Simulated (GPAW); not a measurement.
# AlN (P6_3mc) in GPAW: notebook

The runs below take AlN through single point, band structure, with TB-mBJ, TPSS.

All numbers are computed with GPAW 26.7.0; they aren't measurements. Logs are shortened: lines on timing, memory, paths and dates and some standing lists are left out, and cuts for length are marked. The log counts tension as positive stress, the text compression.

**What was measured.**

“Structural and optical properties of self-assembled AlN nanowires grown on SiO2/Si substrates by molecular beam epitaxy”, 2024, arxiv:2402.00216 quotes, for a bulk crystal of AlN at 0 K: band gap 6.0343 eV (an exciton energy, a little under the gap).

From “Self-assembly of well-separated AlN nanowires directly on sputtered metallic TiN films”, 2019, arxiv:1910.07391, for a bulk crystal of AlN at 10 K: band gap 6.034 eV (an exciton energy, a little under the gap).

The results are compared with them further down.

### Step 1. Starting point

The structure is hexagonal, space group P6_3mc (No. 186). Conventional cell: a = 3.113 Å, b = 3.113 Å, c = 4.981 Å, α = 90.00°, β = 90.00°, γ = 120.00°. Al (site symmetry 3m) is surrounded by 4 N at 1.89 Å. Around N (site symmetry 3m) lie 4 Al at 1.89 Å.

### Step 2. Single point, TB-mBJ

run.py

```python
from ase.dft.bandgap import bandgap
from ase.io import read, write
from gpaw import GPAW, PW

atoms = read('POSCAR')

calc = GPAW(mode=PW(800),
            xc='TB09',
            kpts={'size': (7, 7, 4), 'gamma': True},
            occupations={'name': 'fermi-dirac', 'width': 0.05},
            nbands=18,
            convergence={'density': 1e-05, 'energy': 1e-05},
            eigensolver='cg',
            maxiter=150,
            txt='gpaw.txt')
atoms.calc = calc
energy = atoms.get_potential_energy()
calc.write('gs.gpw')
write('result.traj', atoms)
print('Fermi level:', round(calc.get_fermi_level(), 4), 'eV')
print(f'Gap: {bandgap(calc)[0]:.4f} eV, direct: {bandgap(calc, direct=True)[0]:.4f} eV')
```

POSCAR

```
AlN
1.0
    3.1130000000      0.0000000000      0.0000000000
   -1.5565000000      2.6959370820      0.0000000000
    0.0000000000      0.0000000000      4.9810000000
Al N
2 2
Direct
    0.6666666667      0.3333333333      0.5000000000
    0.3333333333      0.6666666667      0.0000000000
    0.6666666667      0.3333333333      0.8800000000
    0.3333333333      0.6666666667      0.3800000000
```

Potentials or basis: GPAW PAW data sets for LDA (gpaw-data 1.2.1), pw.

On the command line:

```console
OMP_NUM_THREADS=1 python run.py
```

gpaw.txt:

```text
___ ___ ___ _ _ _
 |   |   |_  | | | |
 | | | | | . | | | |
 |__ |  _|___|_____|  26.7.0
 |___|_|

Input parameters:
  convergence: {density: 1e-05,
                energy: 1e-05}
  eigensolver: cg
  kpts: {gamma: True,
         size: (7, 7, 4)}
  maxiter: 150
  mode: {ecut: 800.0,
         name: pw}
  nbands: 18
  occupations: {name: fermi-dirac,
                width: 0.05}
  xc: TB09

System changes: positions, numbers, cell, pbc, initial_charges, initial_magmoms

Initialize ...

species:
  Al:
    name:    Aluminium
    Z:       13.0
    valence: 3
    core:    10
    charge:  0.0  # [|e|]
    compensation charges:
      type: gauss
      rc: 0.34  # [Å]
      lmax: 2
    cutoffs:
      filter: 1.91  # [Å]
      core: 2.36  # [Å]
    projectors
    | kind |    occ | energy [eV] | rcut [Å] |
    |------|--------|-------------|----------|
    |   3s |  2.000 |      -7.830 |    1.085 |
    |   3p |  1.000 |      -2.783 |    1.085 |
    |    s |        |      19.382 |    1.085 |
    |    p |        |      24.428 |    1.085 |
    |    d |        |       0.000 |    1.085 |

    Using partial waves for Al as LCAO basis

  N:
    name:    Nitrogen
    Z:       7.0
    valence: 5
    core:    2
    charge:  0.0  # [|e|]
    compensation charges:
      type: gauss
      rc: 0.18  # [Å]
      lmax: 2
    cutoffs:
      filter: 1.11  # [Å]
      core: 0.96  # [Å]
    projectors
    | kind |    occ | energy [eV] | rcut [Å] |
    |------|--------|-------------|----------|
    |   2s |  2.000 |     -18.420 |    0.603 |
    |   2p |  3.000 |      -7.237 |    0.529 |
    |    s |        |       8.791 |    0.603 |
    |    p |        |      19.974 |    0.529 |
    |    d |        |       0.000 |    0.577 |

    Using partial waves for N as LCAO basis

Reference energy: -16098.591502  # eV

Spin-paired calculation

Convergence criteria:
 Maximum [total energy] change in last 3 cyles: 1e-05 eV / valence electron
 Maximum integral of absolute [dens]ity change: 1e-05 electrons / valence electron
 Maximum integral of absolute [eigenst]ate change: 4e-08 eV^2 / valence electron
 Maximum number of scf [iter]ations: 150
 (Square brackets indicate name in SCF output, whereas a 'c' in
 the SCF output indicates the quantity has converged.)

Symmetries present (total): 6

  ( 1  1  0)  ( 1  0  0)  ( 0  1  0)  ( 0 -1  0)  (-1  0  0)  (-1 -1  0)
  ( 0 -1  0)  ( 0  1  0)  (-1 -1  0)  (-1  0  0)  ( 1  1  0)  ( 1  0  0)
  ( 0  0  1)  ( 0  0  1)  ( 0  0  1)  ( 0  0  1)  ( 0  0  1)  ( 0  0  1)

196 k-points: 7 x 7 x 4 Monkhorst-Pack grid + [0.000000,0.000000,1/8]
28 k-points in the irreducible part of the Brillouin zone
       k-points in crystal coordinates                weights
   0:     0.00000000    0.00000000    0.00000000          1/196
   1:     0.00000000    0.00000000    0.25000000          2/196
   2:     0.00000000    0.00000000    0.50000000          1/196
   3:     0.14285714    0.00000000   -0.25000000          6/196
   4:     0.14285714    0.00000000    0.00000000          6/196
   5:     0.14285714    0.00000000    0.25000000          6/196
   6:     0.14285714    0.00000000    0.50000000          6/196
   7:     0.28571429   -0.14285714    0.00000000          6/196
   8:     0.28571429   -0.14285714    0.25000000         12/196
   9:     0.28571429   -0.14285714    0.50000000          6/196
          ...
  27:     0.42857143    0.42857143    0.50000000          6/196

Wave functions: Plane wave expansion
  Cutoff energy: 800.000 eV
  Number of coefficients (min, max): 2110, 2177
  Pulay-stress correction: 0.000000 eV/Ang^3 (de/decut=0.000000)
  Using FFTW library
  ScaLapack parameters: grid=1x1, blocksize=None
  Wavefunction extrapolation:
    Improved wavefunction reuse through dual PAW basis

Occupation numbers: Fermi-Dirac:
  width: 0.0500  # eV

Eigensolver
   CG(niter=4, rtol=3.0e-01)

Densities:
  Coarse grid: 21*21*35 grid
  Fine grid: 42*42*70 grid
  Total Charge: 0.000000

Density mixing:
  Method: separate
  Backend: msr1
  Linear mixing parameter: 0.05
  old densities: 10
  Width of damping distribution: 1.1
  Damping of long wavelength oscillations: 20

Hamiltonian:
  XC and Coulomb potentials evaluated on a 42*42*70 grid
  Using the TB09 Exchange-Correlation functional
  External potential:
    NoExternalPotential

XC parameters: TB09 with 2 nearest neighbor stencil

Number of atoms: 4
Number of atomic orbitals: 16
Number of bands in calculation: 18
Number of valence electrons: 16
Bands to converge: occupied

... initialized

Initializing position-dependent things.

Density initialized from atomic densities
Creating initial wave functions:
  16 bands from LCAO basis set
  2 bands from random numbers

           N

           Al
        N

        Al

Atomic positions and initial magnetic moments

Positions:
   0 Al     1.556500    0.898646    2.490500    ( 0.0000,  0.0000,  0.0000)
   1 Al    -0.000000    1.797291    0.000000    ( 0.0000,  0.0000,  0.0000)
   2 N      1.556500    0.898646    4.383280    ( 0.0000,  0.0000,  0.0000)
   3 N     -0.000000    1.797291    1.892780    ( 0.0000,  0.0000,  0.0000)

Unit cell:
           periodic     x           y           z      points  spacing
  1. axis:    yes    3.113000    0.000000    0.000000    21     0.1284
  2. axis:    yes   -1.556500    2.695937    0.000000    21     0.1284
  3. axis:    yes    0.000000    0.000000    4.981000    35     0.1423

  Lengths:   3.113000   3.113000   4.981000
  Angles:   90.000000  90.000000 120.000000

Effective grid spacing dv^(1/3) = 0.1394

iter:   1  1263.054571
iter:   2  1281.125766   +1.17  -0.42
iter:   3  1275.191363   +0.61  -0.88
iter:   4  1281.118230   -0.19  -0.80
iter:   5  1284.367875   -0.19  -0.84
iter:   6  1290.312875   -0.20  -0.96
iter:   7  1297.095701   -0.18  -1.23
iter:   8  1295.061059   -0.76  -1.26
iter:   9  1294.368414   -1.22  -1.65
iter:  10  1294.269776   -1.86  -1.63
iter:  11  1294.024998   -2.10  -1.76
[... 12 lines left out ...]
iter:  24  1292.373267   -3.93  -3.08
iter:  25  1292.359505   -4.43  -3.52
iter:  26  1292.371291   -5.09  -3.47
iter:  27  1292.363821   -5.40  -4.17
iter:  28  1292.368771   -5.87  -4.09
iter:  29  1292.369560   -6.01  -4.57
iter:  30  1292.369726   -6.87  -4.49
iter:  31  1292.371664   -6.96  -4.41
iter:  32  1292.372729   -6.90  -4.42
iter:  33  1292.374663   -7.14  -4.51
iter:  34  1292.374875   -7.13  -5.13c
iter:  35  1292.374828   -8.25c -5.06c
iter:  36  1292.375385   -8.26c -4.89
iter:  37  1292.376480   -7.51c -5.19c
iter:  38  1292.376381   -7.76c -5.21c
iter:  39  1292.375901   -8.15c -5.76c
iter:  40  1292.375925   -8.31c -5.68c
iter:  41  1292.375973c  -9.28c -5.56c

Converged after 41 iterations.

Dipole moment: (-0.000021, 0.000012, 1.351022) |e|*Ang

Energy contributions relative to reference atoms: (reference = -16098.591502)

Kinetic:         +1.646880
Potential:       +5.460088
External:        +0.000000
XC:            +1285.368169
Entropy (-ST):   -0.000000
Local:           -0.099164
SIC:             +0.000000
--------------------------
Free energy:   +1292.375973
Extrapolated:  +1292.375973

Showing only first 2 kpts
 Kpt  Band  Eigenvalues  Occupancy
  0     6      5.94452    2.00000
  0     7      6.12568    2.00000
  0     8     11.88826    0.00000
  0     9     14.39725    0.00000

  1     6      5.85034    2.00000
  1     7      5.85036    2.00000
  1     8     12.75954    0.00000
  1     9     14.48932    0.00000

Fermi level: 7.50308

Gap: 5.763 eV
Transition (v -> c):
  (s=0, k=0, n=7, [0.00, 0.00, 0.00]) -> (s=0, k=0, n=8, [0.00, 0.00, 0.00])
No difference between direct/indirect transitions
Writing to gs.gpw (mode='')
```

It took 1.7 min on 1 thread of Intel Xeon Platinum 8375C at 2.90GHz (Ice Lake), shared host; peak memory 0.23 GiB.

Results:

```yaml
Band_gap_on_the_k_mesh: 5.76 eV, direct
```

Caveat: a model potential gives levels but no total energy; the PAW data sets were made with another functional, which shifts forces and pressure a little.

### Step 3. Band structure, TPSS

run.py

```python
from ase.dft.bandgap import bandgap
from ase.io import read, write
from ase.units import GPa
from gpaw import GPAW, PW

atoms = read('AlN.cif')

calc = GPAW(mode=PW(800),
            xc='MGGA_X_TPSS+MGGA_C_TPSS',
            kpts={'size': (7, 7, 4), 'gamma': True},
            occupations={'name': 'fermi-dirac', 'width': 0.05},
            nbands=18,
            convergence={'density': 1e-05, 'energy': 1e-05},
            eigensolver='davidson',
            maxiter=150,
            txt='gpaw.txt')
atoms.calc = calc
energy = atoms.get_potential_energy()
forces = atoms.get_forces()
stress = atoms.get_stress()
calc.write('gs.gpw')
write('result.traj', atoms)
print(f'Energy: {energy:.6f} eV')
print('Forces (eV/A):')
print(forces.round(4))
print('Stress (GPa):', (stress / GPa).round(3))
print('Fermi level:', round(calc.get_fermi_level(), 4), 'eV')
print(f'Gap: {bandgap(calc)[0]:.4f} eV, direct: {bandgap(calc, direct=True)[0]:.4f} eV')

path = atoms.cell.bandpath('GMKGALHA,LM,KH', npoints=80, eps=1e-4)
bs_calc = calc.fixed_density(kpts=path, symmetry='off', nbands=29,
                             convergence={'bands': 'CBM+6.0', 'eigenstates': 1e-6}, txt='bands.txt')
bs = bs_calc.band_structure()
bs.write('bs.json')
print(f'Gap on the path: {bandgap(bs_calc)[0]:.4f} eV')
```

AlN.cif

```cif
data_AlN
_cell_length_a 3.11300000
_cell_length_b 3.11300000
_cell_length_c 4.98100000
_cell_angle_alpha 90.00000000
_cell_angle_beta 90.00000000
_cell_angle_gamma 120.00000000
_space_group_name_H-M_alt 'P6_3mc'
_space_group_name_Hall 'P 6c -2c'
_space_group_IT_number 186
loop_
_space_group_symop_operation_xyz
'x,y,z'
'x-y,x,z+1/2'
'-y,x-y,z'
'-x,-y,z+1/2'
'-x+y,-x,z'
'y,-x+y,z+1/2'
'y,x,z+1/2'
'x,x-y,z'
'x-y,-y,z+1/2'
'-y,-x,z'
'-x,-x+y,z+1/2'
'-x+y,y,z'
loop_
_atom_site_label
_atom_site_type_symbol
_atom_site_symmetry_multiplicity
_atom_site_Wyckoff_symbol
_atom_site_fract_x
_atom_site_fract_y
_atom_site_fract_z
_atom_site_occupancy
Al1 Al 2 b 0.6666666667 0.3333333333 0.5000000000 1
N1 N 2 b 0.6666666667 0.3333333333 0.8800000000 1
```

Potentials or basis: GPAW PAW data sets (gpaw-data 1.2.1), pw.

On the command line:

```console
OMP_NUM_THREADS=1 python run.py
```

Wall time 3 min (1 thread of Intel Xeon Platinum 8375C at 2.90GHz (Ice Lake), shared host); peak memory 0.36 GiB.

It converged, with:

```
Free energy             : -41.8770 eV
Pressure                : 3.4 GPa
Largest force           : 0.131 eV/Å
Band gap on the k mesh  : 4.19 eV, direct
Band gap along the path : 4.19 eV, direct
```

Forces on the atoms (eV/Å):
```
Al   0.000  0.000 -0.130
Al   0.000  0.000 -0.130
N    0.000  0.000  0.130
N    0.000  0.000  0.131
```

Stress tensor (GPa, compression positive):
```
2.84 0.00 0.00
0.00 2.84 0.00
0.00 0.00 4.47
```

Levels at the corners of the path, in eV from the valence-band top:
| point | band 6 | band 7 | band 8 | band 9 | band 10 | band 11 |
| --- | --- | --- | --- | --- | --- | --- |
| Γ | -0.18 | -0.18 | 0.00 | 4.19 | 6.84 | 10.69 |
| M | -2.09 | -1.80 | -0.66 | 5.80 | 5.87 | 8.36 |
| K | -2.46 | -2.40 | -2.40 | 4.98 | 8.38 | 9.86 |
| Γ | -0.18 | -0.18 | 0.00 | 4.19 | 6.84 | 10.69 |
| A | -0.52 | -0.52 | -0.52 | 6.54 | 6.54 | 10.52 |
| L | -1.46 | -1.37 | -1.37 | 5.33 | 5.33 | 9.50 |
| H | -3.92 | -0.79 | -0.79 | 7.41 | 7.41 | 8.03 |
| A | -0.52 | -0.52 | -0.52 | 6.54 | 6.54 | 10.52 |
| L | -1.46 | -1.37 | -1.37 | 5.33 | 5.33 | 9.50 |
| M | -2.09 | -1.80 | -0.66 | 5.80 | 5.87 | 8.36 |
| K | -2.46 | -2.40 | -2.40 | 4.98 | 8.38 | 9.86 |
| H | -3.92 | -0.79 | -0.79 | 7.41 | 7.41 | 8.03 |

Caveat: the PAW data sets were made with another functional, which shifts forces and pressure a little.

### Step 4. How close it comes

Step 2. Measured gap of AlN: 6.0343 eV (an exciton energy, a little under the gap; 0 K; quoted in “Structural and optical properties of self-assembled AlN nanowires grown on SiO2/Si substrates by molecular beam epitaxy”, 2024, arxiv:2402.00216). This calculation gives 5.76 eV (-0.27 eV). 2 values of this kind are on record (6.034 to 6.0343 eV); this one was drawn at random. The value is that of TB-mBJ, without temperature or zero-point motion.

Step 3. A measured gap of AlN is 6.034 eV (an exciton energy, a little under the gap; 10 K; quoted in “Self-assembly of well-separated AlN nanowires directly on sputtered metallic TiN films”, 2019, arxiv:1910.07391); the calculated 4.19 eV misses it by -1.84 eV. 2 values of this kind are on record (6.034 to 6.0343 eV); this one was drawn at random. The value is that of TPSS, without temperature or zero-point motion.
